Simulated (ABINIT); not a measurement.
B:

```xyz
1
Lattice="2.3461 0.0000 0.0000 0.0000 2.3461 0.0000 0.0000 0.0000 1.5858" Properties=species:S:1:pos:R:3 pbc="T T T"
B     1.1731    1.1731    0.7929
```

The cell was built by a generator and needn't be a form met in nature.

Base run:

```yaml
Program: ABINIT 10.8.3 (patched build)
Functional: AM05
Potentials_or_basis: JTH PAW PBE v2.0
Cutoff: 490 eV
k_mesh: 11 × 11 × 16
Occupations: fermi-dirac, width 0.05 eV
Spin: no spin polarisation
```

Its results: band gap on the k mesh none (metal or under the smearing width); pressure -2.9 GPa.

Question: After a change of settings the same cell gave: band gap on the k mesh none (metal or under the smearing width); pressure -5.8 GPa. Which change was it?
A. functional from AM05 to PBE; potentials or basis from JTH PAW PBE v2.0 to Ansatz NC PBE; cutoff from 490 eV to 1116 eV
B. functional from AM05 to r2SCAN
C. functional from AM05 to PBE; potentials or basis from JTH PAW PBE v2.0 to SPMS NC PBE v1.0; cutoff from 490 eV to 816 eV
D. functional from AM05 to LDA

Answer: D.

LDA binds more tightly than AM05, so the same cell stands under less pressure.

Caveats: the PAW data sets were made with another functional, which shifts forces and pressure a little; the atomic spheres overlap.
